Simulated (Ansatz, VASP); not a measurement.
# PtSe2 in VASP and in Ansatz

Contents of INCAR:

```
SYSTEM = PtSe2
PREC     = Accurate       ! precision mode
ENCUT    = 520            ! plane-wave cutoff, eV
EDIFF    = 1E-6           ! SCF threshold, eV
ISMEAR   = 0              ! smearing method
SIGMA    = 0.02           ! smearing width, eV
LREAL    = .False.        ! projectors in reciprocal space
LASPH    = .True.         ! aspherical terms in the spheres
NELM     = 100            ! most SCF steps
ALGO     = Normal         ! electronic algorithm
ISIF     = 2              ! what is computed and relaxed
LWAVE    = .False.        ! write WAVECAR
LCHARG   = .True.         ! write CHGCAR
GGA      = PE             ! functional
LELF     = .True.         ! ELF
LVHAR    = .True.       
NBANDS   = 18             ! bands
```

KPOINTS

```
Automatic mesh
0
Gamma
  12 12 4
  0 0 0
```

POSCAR

```
PtSe2
1.0
    3.7890750806      0.0000000000      0.0000000000
   -1.8945375403      3.2814352767      0.0000000000
    0.0000000000      0.0000000000      6.5663459318
Pt Se
1 2
Direct
    0.0000000000      0.0000000000      0.0000000000
    0.6666666667      0.3333333333      0.8041024056
    0.3333333333      0.6666666667      0.1958975944
```

Input for Ansatz:

```yaml
crystal:
  lattice:
    - [3.7890750806, 0.0, 0.0]
    - [-1.8945375403, 3.2814352767, 0.0]
    - [0.0, 0.0, 6.5663459318]
  atoms:
    - { symbol: Pt, position: [0.0, 0.0, 0.0] }
    - { symbol: Se, position: [0.6666666667, 0.3333333333, 0.8041024056] }
    - { symbol: Se, position: [0.3333333333, 0.6666666667, 0.1958975944] }
basis:
  ecutwfc: 420
kpoints:
  mp_grid: { grid: [12, 12, 4] }
  band_path: { path: [VBM, CBM], npoints: 2 }
hamiltonian:
  xc: pbe
scf:
  occupations: { method: gaussian, width: 0.02 }
output:
  forces: true
  stress: true
  eigenvalues: true
checkpoint:
  read: start.run
  write: ck
  compress: false
  write_wavefunctions: false
  write_every: 100000
```

Alike in both runs: task single point; functional PBE; k mesh 12 × 12 × 4; occupations gaussian, width 0.02 eV; no spin polarisation.

|  | VASP | Ansatz |
| --- | --- | --- |
| version | VASP 6.6.1 | Ansatz 0.2.0 |
| potentials or method | VASP PAW PBE potentials, release 64 (Pt, Se) | scalar-relativistic, plane waves, PAW |
| plane-wave cutoff (eV) | 520 | 420 |
| valence electrons in the cell | 22 | 50 |

Ansatz gave:

| Quantity | Value |
| --- | --- |
| gap on the k mesh at the Fermi level (eV) | 0.85 |
| least direct gap on the mesh (eV) | 1.00 |
| pressure (GPa) | -0.9 |
| largest component of the traceless stress (GPa) | 0.90 |

Question: Which values does VASP return?

Answer: gap on the k mesh at the Fermi level (eV): 0.84; least direct gap on the mesh (eV): 0.99; pressure (GPa): -1.0; largest component of the traceless stress (GPa): 0.91.

The two sets of potentials don't hold the same shells in valence.

Caveats: spin-orbit coupling is left out, which moves the levels of the heavy elements; this functional lacks dispersion, which binds the layers, so the pressure and a relaxed spacing across them are unreliable. A k mesh can miss the band edges. PBE gaps usually lie below the measured ones, often by a third to a half.
